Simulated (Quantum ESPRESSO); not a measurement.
Runs of Quantum ESPRESSO 7.5 on Hf. Symmetry: P6/mmm, No. 191, hexagonal system. Conventional cell: a = 4.962 Å, b = 4.962 Å, c = 3.086 Å, α = 90.00°, β = 90.00°, γ = 120.00°. Hf (site symmetry 6/mmm) has 14 Hf at 3.09 to 3.25 Å as nearest neighbours. Hf (site symmetry -6m2) is surrounded by 11 Hf at 2.87 to 3.25 Å. This isn't the form of Hf at room conditions, which is hcp.

```csv
task,level,potentials or basis,cell,k mesh,cutoff (eV),SCF threshold,symmetry,form of the LDA correlation,mesh quality,gap on the mesh (eV),pressure (GPa),V0 of scaled cells (Å³/atom),B0 (GPa)
single point,PBEsol,GBRV 1.5 PBEsol,as given,6 × 6 × 9,612,6e-10 Ry,-,-,not flagged,none,-2.6,-,-
equation of state,r2SCAN,SG15 PBE 1.2,as given,3 × 3 × 5,884,1e-08 Ry,off,-,coarse,-,-,(b),124
equation of state,PBEsol,GBRV 1.5 PBEsol,as given,6 × 6 × 9,612,6e-10 Ry,-,-,not flagged,-,-,21.48,115
equation of state,LDA,GBRV 1.5 LDA,as given,6 × 6 × 9,612,6e-10 Ry,-,PZ81,not flagged,-,-,(a),122
single point,PBEsol,GBRV 1.5 PBEsol,"atoms moved at random, drawn with an rms of 0.05 Å",6 × 6 × 9,612,6e-10 Ry,-,-,not flagged,none,-2.5,-,-
band structure,PBEsol,GBRV 1.5 PBEsol,as given,6 × 6 × 9,612,6e-10 Ry,-,-,not flagged,none,-2.6,-,-
```

Alike in all rows: no spin polarisation; smearing fermi-dirac 0.05 eV.

Task: Estimate the missing entries.

Result: (a) 20.74; (b) 20.75.

Caveats: some runs use coarse meshes; the cell was scaled at fixed shape and fractional positions, which overstates the stiffness of a crystal with free parameters, most of all of layers and chains (some runs); the potentials were made for another functional, which shifts forces and pressure (some runs); spin-orbit coupling is left out, which moves the levels of the heavy elements (some runs).

A k mesh can miss the band edges, and the runs leave out spin-orbit coupling on Hf.

A gap of «none» marks a metal or a gap under the smearing width.
